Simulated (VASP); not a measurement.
**A VASP 6.6.1 single-point calculation on SnTe**

INCAR

```
IBRION = -1
NBANDS = 17
EDIFF = 1E-7
NSW = 0
GGA = PE
LWAVE = .FALSE.
PREC = Accurate
NELM = 93
ENCUT = 500
ISIF = 2
LASPH = .TRUE.
ISMEAR = -1
LCHARG = .FALSE.
LREAL = .FALSE.
SIGMA = 0.02
```

KPOINTS

```
KPOINTS created by Atomic Simulation Environment
0
Gamma
6 6 6
0 0 0
```

POSCAR

```
Sn Te
 1.0000000000000000
    -0.0000000000000000    3.5839840091812012    3.5839840091812012
     3.5839840091812012   -0.0000000000000000    3.5839840091812012
     3.5839840091812012    3.5839840091812012   -0.0000000000000000
 Sn  Te
   1   1
Cartesian
 -0.0000000000000000 -0.0000000000000000 -0.0000000000000000
  1.7919920045906006  1.7919920045906006  1.7919920045906006
```

The recommended PBE PAW datasets give the neutral cell 20 valence electrons.

Command

```
mpirun -np 1 vasp_std
```

OSZICAR

```
N       E                     dE             d eps       ncg     rms          rms(c)
DAV:   1     0.126159870658E+03    0.12616E+03   -0.91366E+03   544   0.117E+03
DAV:   2     0.492573064945E+01   -0.12123E+03   -0.11758E+03   577   0.289E+02
DAV:   3    -0.681946532363E+01   -0.11745E+02   -0.11694E+02   686   0.893E+01
DAV:   4    -0.718708520511E+01   -0.36762E+00   -0.36746E+00   633   0.169E+01
DAV:   5    -0.720149920333E+01   -0.14414E-01   -0.14414E-01   759   0.300E+00    0.461E+00
DAV:   6    -0.706153343111E+01    0.13997E+00   -0.35332E-01   709   0.276E+00    0.300E+00
DAV:   7    -0.705838045271E+01    0.31530E-02   -0.85272E-02   570   0.109E+00    0.108E+00
DAV:   8    -0.705983974410E+01   -0.14593E-02   -0.10223E-02   614   0.693E-01    0.244E-01
DAV:   9    -0.706054501843E+01   -0.70527E-03   -0.22451E-03   563   0.305E-01    0.690E-02
DAV:  10    -0.706069603199E+01   -0.15101E-03   -0.36339E-04   615   0.102E-01    0.430E-02
DAV:  11    -0.706084940680E+01   -0.15337E-03   -0.27175E-04   552   0.713E-02    0.422E-02
DAV:  12    -0.706085024713E+01   -0.84033E-06   -0.74994E-06   630   0.177E-02    0.206E-02
DAV:  13    -0.706085139387E+01   -0.11467E-05   -0.38414E-06   554   0.848E-03    0.552E-03
DAV:  14    -0.706085151340E+01   -0.11952E-06   -0.52643E-07   637   0.658E-03    0.351E-03
DAV:  15    -0.706085171633E+01   -0.20293E-06   -0.54709E-08   439   0.111E-03    0.229E-03
DAV:  16    -0.706085180381E+01   -0.87482E-07   -0.22272E-08   442   0.817E-04
   1 F= -.70608518E+01 E0= -.70608245E+01  d E =-.545482E-04
```

From OUTCAR

```
k-points           NKPTS =     16   k-points in BZ     NKDIM =     16   number of bands    NBANDS=     17

   NELECT =      20.0000    total number of electrons

   dimension x,y,z NGX =    40 NGY =   40 NGZ =   40
   dimension x,y,z NGXF=    80 NGYF=   80 NGZF=   80

  energy-cutoff  :      500.00
  volume of cell :       92.07
      direct lattice vectors                 reciprocal lattice vectors
     0.000000000  3.583984009  3.583984009    -0.139509551  0.139509551  0.139509551
     3.583984009  0.000000000  3.583984009     0.139509551 -0.139509551  0.139509551
     3.583984009  3.583984009  0.000000000     0.139509551  0.139509551 -0.139509551

 k-points in reciprocal lattice and weights: KPOINTS created by Atomic Simulation Env
   0.00000000  0.00000000  0.00000000       0.005
   0.16666667  0.00000000  0.00000000       0.037
   0.33333333  0.00000000  0.00000000       0.037
   0.50000000  0.00000000  0.00000000       0.019
   0.16666667  0.16666667  0.00000000       0.028
   0.33333333  0.16666667  0.00000000       0.111
   0.50000000  0.16666667  0.00000000       0.111
  -0.33333333  0.16666667  0.00000000       0.111
   ...

 E-fermi :   3.3613

 k-point     1 :       0.0000    0.0000    0.0000
  band No.  band energies     occupation
      1     -18.4312      2.00000
      2     -18.4312      2.00000
      3     -18.4312      2.00000
      4     -18.4212      2.00000
      5     -18.4212      2.00000
      6      -8.2658      2.00000
      7      -1.7439      2.00000
      8       1.3920      2.00000
      9       1.3920      2.00000
     10       1.3920      2.00000
     11       4.3684      0.00000
     12       4.3684      0.00000
     13       4.3684      0.00000
     14       7.4983      0.00000
     15       9.8139      0.00000
     16       9.8139      0.00000
     17      10.9891      0.00000

 k-point     2 :       0.1667    0.0000    0.0000
  band No.  band energies     occupation
      1     -18.4316      2.00000
      2     -18.4308      2.00000
      3     -18.4308      2.00000
      4     -18.4212      2.00000
      5     -18.4212      2.00000
      6      -8.1457      2.00000
      7      -2.3112      2.00000
      8       1.2252      2.00000
      9       1.2252      2.00000
     10       1.5137      2.00000
     11       4.6453      0.00000
     12       4.6453      0.00000
     13       4.6456      0.00000
     14       8.2874      0.00000
     15       9.3010      0.00000
     16       9.3010      0.00000
     17      10.5170      0.00000

 k-point     3 :       0.3333    0.0000    0.0000
  band No.  band energies     occupation
      1     -18.4323      2.00000
      2     -18.4301      2.00000
      3     -18.4301      2.00000
      4     -18.4211      2.00000
      5     -18.4211      2.00000
      6      -7.8659      2.00000
      7      -3.2486      2.00000
      8       0.9569      2.00000
      9       0.9569      2.00000
     10       1.4125      2.00000
     11       5.0551      0.00000
     12       5.0551      0.00000
     13       5.8412      0.00000
     14       8.8807      0.00000
     15       9.4489      0.00000
     16       9.4489      0.00000
     17      10.8020      0.00000

 ...

  Total        0.3092818      0.3092818      0.3092818     -0.0000000      0.0000000     -0.0000000
  in kB        5.3819142      5.3819142      5.3819142     -0.0000000      0.0000000     -0.0000000
  external PRESSURE =       5.3819142 kB  Pullay stress =       0.0000000 kB

 POSITION                                       TOTAL-FORCE (eV/Angst)
 -----------------------------------------------------------------------------------
      0.00000      0.00000      0.00000        -0.000000      0.000000      0.000000
      1.79199      1.79199      1.79199         0.000000     -0.000000     -0.000000
 -----------------------------------------------------------------------------------
    total drift:                               -0.000000     -0.000000     -0.000000

  FREE ENERGIE OF THE ION-ELECTRON SYSTEM (eV)
  ---------------------------------------------------
  free  energy   TOTEN  =        -7.0608518038 eV

  energy  without entropy=       -7.0607972556  energy(sigma->0) =       -7.06082453
```

It converged. Results: gap between bands v and c on the k mesh 0.22 eV; least direct gap on the k mesh 0.77 eV; pressure 0.5 GPa. Band v is the last that the valence electrons fill when counted band by band, and c is the next.

For comparison, a separate PBE run of the intended cell, on usual settings and not on those above, gives a gap of 0.22 eV on its mesh and a pressure of 0.5 GPa.

The run above took about 37 s on one core of a shared host (Intel Xeon Platinum 8488C) and held 0.25 GiB at most.
